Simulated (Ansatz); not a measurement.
# Scandium, omega (AlB2-type) under PBE: ground state and equation of state, part 2 of 2

What does PBE give for scandium in the omega (AlB2-type) structure? We relax it, solve it on a dense k-mesh, then scale the cell to 7 volumes from 88 to 112 % of the relaxed one and try a fit of the equation of state. The start is ferromagnetic. The k-meshes are 7×7×10 for the relaxation; 10×10×13 for the dense run; 10×10×13 for the volumes.

Ansatz 0.2.0; DFT, PBE, plane waves (420 eV) with PAW, scalar-relativistic.

### 8 The cell scaled to 104 % of its volume

Input file input.yaml:

```yaml
crystal:
  lattice:
    - [5.1887444614, 0.0, 0.0]
    - [-2.5943722307, 4.4935845173, 0.0]
    - [0.0, 0.0, 3.2769607401]
  atoms:
    - { symbol: Sc, position: [0.0, 0.0, 0.0], spin: 1.0 }
    - { symbol: Sc, position: [0.3333333333, 0.6666666667, 0.5], spin: 1.0 }
    - { symbol: Sc, position: [0.6666666667, 0.3333333333, 0.5], spin: 1.0 }
hamiltonian:
  xc: pbe
  pseudopotentials:
    kind: paw
    azcp:
      Sc: "pseudopotentials/Sc.paw.azcp"
basis:
  ecutwfc: 420
  fft_grid_basis: typed
kpoints:
  mp_grid: { grid: [10, 10, 13], shift: [0, 0, 0] }
magnetization:
  spin_polarized: true
scf:
  occupations: { method: fermi_dirac, width: 0.05 }
output:
  stress: true
  write_density: true
  write_potential: true
  elf: true
  volumetric_format: npy
```

The log of the run, cut to the lines that bear on the results:

```text
Warning: RAYON_NUM_THREADS=2 ignored (pool sized by the plan → 2); use --threads N
[...]
Pseudopotentials: kind: paw
Pseudopotential: Sc, paw, valence charge 11, recommended cutoff 420 eV (normal), <dir>
Functional definition: PBE
[...]
Crystal: 3 atoms, lattice volume = 76.406 Å³
Basis set: ecut = 420 eV, 1493 PW (Γ)
Bands: 22, of which v1, the nominal top of the filled ones, is band 17 counted from 1 (16 counted from 0)
Symmetry: 24 space group operations
Space group: P6/mmm (ITA 191), of the structure as read, at distance tolerance 4.2e-5 Å
Magnetic group: BNS 191.233 (UNI 1463), of the structure as read, at distance tolerance 4.2e-5 Å
k-points: 98 of 1300
[...]
Starting moments: Σ|m| = 3 μB on 3 of 3 sites
[...]
SCF iter   1: F=—  HF=-6407.679728 eV  |F-HF|=—  |Δ(HF+E_count)|=         —  Δρ=4.12e-2 (↑4.12e-2 ↓2.34e-2)  dr2=6.24e-1  dr2_m=6.86e-1  M=0.852 μB ∫|m|=0.852 μB  β_m=0.30  ethr=1.89e-3  ⟨swp⟩=1.0  Hψ=21056  notcnv=0
[...]
WARN: the starting moments were not kept: the SCF closed with an absolute magnetisation of 2.0e-5 μB, where they sum to 3 μB in size (3 sites). That is at most 0.1 of that sum. Measured as dr2_m measures the in/out step, that magnetisation stands 2.9e-11 eV from none, at or under the [...]
SCF converged after 14 iterations
Magnetization: 0.0000 μB (16.5000 up, 16.5000 down)
Absolute magnetization: 0.0000 μB (∫|ρ↑−ρ↓|, with the PAW one-centre terms)
Spin contamination: 0.0000 ħ² per cell (⟨S²⟩ above its minimum at these occupations)
Per-site moments (μB) at R_I (Å): [(2.1436405707092187e-6, 1.35174630529125), (2.7645099532935274e-6, 1.2357357422600033), (2.764509953366e-6, 1.2357357422600033)]
Free energy (F): -6407.255911 eV
[...]
E sigma→0 (E₀):  -6407.230137 eV
Entropy (-TS):   -0.051548 eV (-17.183 meV/atom)
Fermi energy:    8.834529 eV
[...]
--- Stress (GPa, compression-positive) ---
       -1.898499      -0.000000       0.000000
        0.000000      -1.898499      -0.000000
        0.000000      -0.000000      -2.086392
  P = ⅓ Tr σ = -1.9611 GPa (-19.611 kbar)
--- Band table (eV; the first three rows and the last of 196) ---
[... band rows left out ...]
[...]
```

Run time: 16 s. Hardware: 2 threads of an Arm CPU, shared host; peak memory 0.53 GiB.

Density in a lattice plane of the grid's cell (edges 5.19 and 5.19 Å, at 0.500 of the third edge), which holds Sc. It is the smooth density of the valence electrons, not physical close to the nuclei.

Values in e/Å³, 12 rows by 12 columns:
```
0.12 0.12 0.12 0.13 0.15 0.19 0.19 0.14 0.12 0.12 0.12 0.12
0.12 0.12 0.13 0.23 0.87 1.53 0.73 0.20 0.13 0.12 0.12 0.12
0.12 0.13 0.23 1.66 5.11 5.12 1.38 0.20 0.13 0.12 0.12 0.12
0.12 0.15 0.87 5.11 7.36 5.13 0.73 0.14 0.12 0.13 0.13 0.12
0.11 0.19 1.53 5.12 5.13 1.57 0.19 0.12 0.14 0.20 0.20 0.14
0.11 0.19 0.73 1.38 0.73 0.19 0.11 0.19 0.73 1.38 0.73 0.19
0.11 0.14 0.20 0.20 0.14 0.12 0.19 1.57 5.13 5.12 1.53 0.19
0.12 0.12 0.13 0.13 0.12 0.14 0.73 5.13 7.36 5.11 0.87 0.15
0.12 0.12 0.12 0.12 0.13 0.20 1.38 5.12 5.11 1.66 0.23 0.13
0.12 0.12 0.12 0.12 0.13 0.20 0.73 1.53 0.87 0.23 0.13 0.12
0.12 0.12 0.12 0.12 0.12 0.14 0.19 0.19 0.15 0.13 0.12 0.12
0.11 0.12 0.12 0.12 0.12 0.11 0.11 0.11 0.12 0.12 0.12 0.12
```
Columns run along the first of these edges and rows up along the second, over one cell in 12 and 12 even steps from the bottom left corner. Atoms in the plane (fractional): Sc at (0.33, 0.67), Sc at (0.67, 0.33).

### 9 The cell scaled to 108 % of its volume

input.yaml, as its differences from that of step 8:

```diff
@@ -2,5 +2,5 @@
   lattice:
-    - [5.1887444614, 0.0, 0.0]
-    - [-2.5943722307, 4.4935845173, 0.0]
-    - [0.0, 0.0, 3.2769607401]
+    - [5.2544317443, 0.0, 0.0]
+    - [-2.6272158722, 4.550471373, 0.0]
+    - [0.0, 0.0, 3.3184456598]
   atoms:
```

The log of the run, cut to the lines that bear on the results:

```text
Warning: RAYON_NUM_THREADS=2 ignored (pool sized by the plan → 2); use --threads N
[...]
[... 3 set-up lines as earlier in the session ...]
[...]
Crystal: 3 atoms, lattice volume = 79.345 Å³
Basis set: ecut = 420 eV, 1553 PW (Γ)
Bands: 22, of which v1, the nominal top of the filled ones, is band 17 counted from 1 (16 counted from 0)
[... 1 set-up line as earlier in the session ...]
Space group: P6/mmm (ITA 191), of the structure as read, at distance tolerance 4.3e-5 Å
Magnetic group: BNS 191.233 (UNI 1463), of the structure as read, at distance tolerance 4.3e-5 Å
k-points: 98 of 1300
[...]
Starting moments: Σ|m| = 3 μB on 3 of 3 sites
[...]
SCF iter   1: F=—  HF=-6407.649146 eV  |F-HF|=—  |Δ(HF+E_count)|=         —  Δρ=4.04e-2 (↑4.04e-2 ↓2.26e-2)  dr2=6.55e-1  dr2_m=6.78e-1  M=0.875 μB ∫|m|=0.875 μB  β_m=0.30  ethr=1.98e-3  ⟨swp⟩=1.0  Hψ=21069  notcnv=0
[...]
WARN: the starting moments were not kept: the SCF closed with an absolute magnetisation of 2.5e-5 μB, where they sum to 3 μB in size (3 sites). That is at most 0.1 of that sum. Measured as dr2_m measures the in/out step, that magnetisation stands 3.9e-11 eV from none, at or under the [...]
SCF converged after 13 iterations
Magnetization: -0.0000 μB (16.5000 up, 16.5000 down)
Absolute magnetization: 0.0000 μB (∫|ρ↑−ρ↓|, with the PAW one-centre terms)
Spin contamination: 0.0000 ħ² per cell (⟨S²⟩ above its minimum at these occupations)
Per-site moments (μB) at R_I (Å): [(1.992126014585576e-6, 1.3688588346675), (-5.329231632370298e-6, 1.251379627577087), (-5.3292316322901225e-6, 1.251379627577087)]
Free energy (F): -6407.204442 eV
[...]
E sigma→0 (E₀):  -6407.177884 eV
Entropy (-TS):   -0.053116 eV (-17.705 meV/atom)
Fermi energy:    8.429687 eV
[...]
--- Stress (GPa, compression-positive) ---
       -3.518708       0.000000       0.000000
       -0.000000      -3.518708       0.000000
        0.000000       0.000000      -3.774014
  P = ⅓ Tr σ = -3.6038 GPa (-36.038 kbar)
--- Band table (eV; the first three rows and the last of 196) ---
[... band rows left out ...]
[...]
```

Wall time 16 s (2 threads of an Arm CPU, shared host); peak memory 0.54 GiB.

### 10 The cell scaled to 112 % of its volume

input.yaml, as its differences from that of step 9:

```diff
@@ -2,5 +2,5 @@
   lattice:
-    - [5.2544317443, 0.0, 0.0]
-    - [-2.6272158722, 4.550471373, 0.0]
-    - [0.0, 0.0, 3.3184456598]
+    - [5.3185164961, 0.0, 0.0]
+    - [-2.659258248, 4.6059703961, 0.0]
+    - [0.0, 0.0, 3.3589184981]
   atoms:
@@ -26,5 +26 @@
   stress: true
-  write_density: true
-  write_potential: true
-  elf: true
-  volumetric_format: npy
```

The log of the run, cut to the lines that bear on the results:

```text
Warning: RAYON_NUM_THREADS=2 ignored (pool sized by the plan → 2); use --threads N
[...]
[... 3 set-up lines as earlier in the session ...]
[...]
Crystal: 3 atoms, lattice volume = 82.283 Å³
Basis set: ecut = 420 eV, 1613 PW (Γ)
Bands: 22, of which v1, the nominal top of the filled ones, is band 17 counted from 1 (16 counted from 0)
[... 2 set-up lines as earlier in the session ...]
Magnetic group: BNS 191.233 (UNI 1463), of the structure as read, at distance tolerance 4.3e-5 Å
k-points: 98 of 1300
[...]
Starting moments: Σ|m| = 3 μB on 3 of 3 sites
[...]
SCF iter   1: F=—  HF=-6407.583683 eV  |F-HF|=—  |Δ(HF+E_count)|=         —  Δρ=3.97e-2 (↑3.97e-2 ↓2.18e-2)  dr2=6.85e-1  dr2_m=6.70e-1  M=0.900 μB ∫|m|=0.900 μB  β_m=0.30  ethr=2.07e-3  ⟨swp⟩=1.0  Hψ=21042  notcnv=0
[...]
WARN: the starting moments were not kept: the SCF closed with an absolute magnetisation of 3.4e-5 μB, where they sum to 3 μB in size (3 sites). That is at most 0.1 of that sum. Measured as dr2_m measures the in/out step, that magnetisation stands 8.3e-11 eV from none, at or under the [...]
SCF converged after 13 iterations
Magnetization: 0.0000 μB (16.5000 up, 16.5000 down)
Absolute magnetization: 0.0000 μB (∫|ρ↑−ρ↓|, with the PAW one-centre terms)
Spin contamination: 0.0000 ħ² per cell (⟨S²⟩ above its minimum at these occupations)
Per-site moments (μB) at R_I (Å): [(1.355608980440072e-5, 1.3855538804662502), (1.0596171100443591e-6, 1.266641858923265), (1.0596171100988672e-6, 1.266641858923265)]
Free energy (F): -6407.125330 eV
[...]
E sigma→0 (E₀):  -6407.097902 eV
Entropy (-TS):   -0.054856 eV (-18.285 meV/atom)
Fermi energy:    8.051864 eV
[...]
--- Stress (GPa, compression-positive) ---
       -4.879054       0.000000      -0.000000
        0.000000      -4.879054      -0.000000
       -0.000000      -0.000000      -5.187624
  P = ⅓ Tr σ = -4.9819 GPa (-49.819 kbar)
```

Run time: 13 s. Hardware: 2 threads of an Arm CPU, shared host; peak memory 0.54 GiB.

### 11 Fitting the volumes

The cell was scaled evenly, with its shape and the fractional positions fixed.

```
V (Å³/atom)  E − E₀ (meV/atom)  P from the stress (GPa)  P from the fit (GPa)
     21.550               69.4                     8.34                  8.33
     22.530               28.8                     5.07                  5.05
     23.509                6.7                     2.32                  2.28
     24.489                0.0                    -0.01                 -0.04
     25.469                6.4                    -1.96                 -2.00
     26.448               23.8                    -3.60                 -3.65
     27.428               50.5                    -4.98                 -5.04
```

A third-order Birch-Murnaghan fit gives V₀ = 24.471 Å³/atom, B₀ = 53 GPa and B₀′ = 3.3; it misses no point by more than 0.02 meV/atom.

### 12 What came out

The summary covers parts 1 to 2.

```
                      quantity                                   value
space group (spins left aside)                        P6/mmm (No. 191)
             conventional cell  a = 5.121 Å, c = 3.234 Å (c/a = 0.632)
                        volume                          24.489 Å³/atom
             shortest distance                                 2.957 Å
               gap on the mesh            none (levels filled in part)
                magnetic state                            non-magnetic
               relative to hcp                            +61 meV/atom
                   V₀, B₀, B₀′             24.471 Å³/atom, 53 GPa, 3.3
```

The relaxation shrank the cell by 2.1 % in volume. Against the reference form of scandium (hcp, computed apart with the same settings) it stands 61 meV/atom higher. The moments die out: the run ends non-magnetic. Levels at the Fermi energy are filled in part, as in a metal. The fitted modulus is 53 GPa; letting shape and positions relax at each volume could only lower it. Relaxation kept the symmetry; phonons were not checked.
